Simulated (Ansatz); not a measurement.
# ZnS (Wurtzite-15R): the cost of one run

Program: Ansatz 0.2.0. Level of theory: DFT, PBE, plane-wave PAW, default files, scalar-relativistic, frozen cores. These are calculated values, not measurements.

## 1. The structure to begin with

The structure is trigonal, space group R3m (No. 160). The conventional cell has a = 3.830 Å, b = 3.830 Å, c = 46.880 Å, α = 90.00°, β = 90.00°, γ = 120.00°. Around Zn (site symmetry 3m) lie 4 S at 2.34 to 2.35 Å. S (site symmetry 3m) is surrounded by 4 Zn at 2.34 to 2.35 Å. Only part of the 10 independent sites is listed.

Coordinates:

```cif
data_structure
_symmetry_space_group_name_H-M 'R3m:H'
_symmetry_Int_Tables_number 160
_cell_length_a 3.8300
_cell_length_b 3.8300
_cell_length_c 46.8800
_cell_angle_alpha 90.000
_cell_angle_beta 90.000
_cell_angle_gamma 120.000
_cell_volume 595.55
loop_
_atom_site_label
_atom_site_type_symbol
_atom_site_symmetry_multiplicity
_atom_site_Wyckoff_symbol
_atom_site_fract_x
_atom_site_fract_y
_atom_site_fract_z
_atom_site_occupancy
Zn1 Zn 3 a 0.00000 0.00000 0.00000 1
Zn2 Zn 3 a 0.00000 0.00000 0.26666 1
Zn3 Zn 3 a 0.33333 0.66667 0.20000 1
Zn4 Zn 3 a 0.00000 0.00000 0.13333 1
Zn5 Zn 3 a 0.33333 0.66667 0.06666 1
S1 S 3 a 0.66667 0.33333 0.28333 1
S2 S 3 a 0.00000 0.00000 0.21666 1
S3 S 3 a 0.33333 0.66667 0.15000 1
S4 S 3 a 0.00000 0.00000 0.08333 1
S5 S 3 a 0.33333 0.66667 0.01666 1
```

The earlier run gave: gap on the mesh 2.15 eV, largest force 0.036 eV/Å, pressure 1.2 GPa.

The printed gradients, by site:

```tsv
site	atoms	first shell	V_zz (10²¹ V/m²)	η	C_Q (MHz)
Zn1	1	4 S at 2.34–2.35 Å	-0.067	0.00	-0.198 (⁶⁷Zn)
Zn2	2	4 S at 2.34–2.35 Å	0.051	0.00	0.149 (⁶⁷Zn)
Zn3	3	4 S at 2.34–2.35 Å	-0.099	0.00	-0.293 (⁶⁷Zn)
Zn4	4	4 S at 2.34–2.35 Å	-0.053	0.00	-0.156 (⁶⁷Zn)
Zn5	5	4 S at 2.34–2.35 Å	-0.056	0.00	-0.166 (⁶⁷Zn)
S6	6	4 Zn at 2.34–2.35 Å	0.11	0.00	-0.186 (³³S)
S7	7	4 Zn at 2.34–2.35 Å	0.011	0.00	-0.019 (³³S)
S8	8	4 Zn at 2.34–2.35 Å	0.14	0.00	-0.229 (³³S)
S9	9, 10	4 Zn at 2.34–2.35 Å	0.15	0.00	-0.248 (³³S)
```

V_zz is the principal component of the electric field gradient with the largest magnitude, η = (V_xx − V_yy)/V_zz and C_Q = eQV_zz/h. Quadrupole moments are those of Pyykkö's year-2017 table.

## 2. Z stretched by -3 %, ions relaxed

The input, input.yaml:

```yaml
crystal:
  lattice:
    - [1.915, 1.1056257655, 15.1578634333]
    - [-1.915, 1.1056257655, 15.1578634333]
    - [0.0, -2.211251531, 15.1578634333]
  atoms:
    - { symbol: Zn, position: [4.52209e-05, 4.52209e-05, 4.52209e-05] }
    - { symbol: Zn, position: [0.7333252767, 0.7333252767, 0.7333252767] }
    - { symbol: Zn, position: [0.4666100814, 0.4666100814, 0.4666100814] }
    - { symbol: Zn, position: [0.8666494483, 0.8666494483, 0.8666494483] }
    - { symbol: Zn, position: [0.600013466, 0.600013466, 0.600013466] }
    - { symbol: S, position: [0.0500671747, 0.0500671747, 0.0500671747] }
    - { symbol: S, position: [0.7832871595, 0.7832871595, 0.7832871595] }
    - { symbol: S, position: [0.5166382548, 0.5166382548, 0.5166382548] }
    - { symbol: S, position: [0.9166693926, 0.9166693926, 0.9166693926] }
    - { symbol: S, position: [0.6500345252, 0.6500345252, 0.6500345252] }
kpoints:
  mp_grid: { grid: [13, 13, 13] }
scf:
  occupations: { method: fermi_dirac, width: 0.02 }
hamiltonian:
  xc: pbe
  pseudopotentials: { kind: paw, frozen_core: stored }
output:
  forces: true
  stress: true
  populations: true
  efg: { quadrupole_moments_barn: { Zn: 0.122, S: -0.0694 } }
  write_density: true
  write_potential: true
  elf: true
  volumetric_format: npy
relax:
  f_tol: 0.02
  max_steps: 60
```

Run with:

```sh
> ansatz run input.yaml --threads 4 --pin off --max-ram 8192MiB --backend cpu --events-out ev --progress --plain --runs-dir out
```

**Question.** How long does this run take on 4 threads of Intel Xeon Platinum 8488C (Sapphire Rapids), shared host, and how much memory does it need?

About 2.7 min, with a peak of 2.2 GiB.
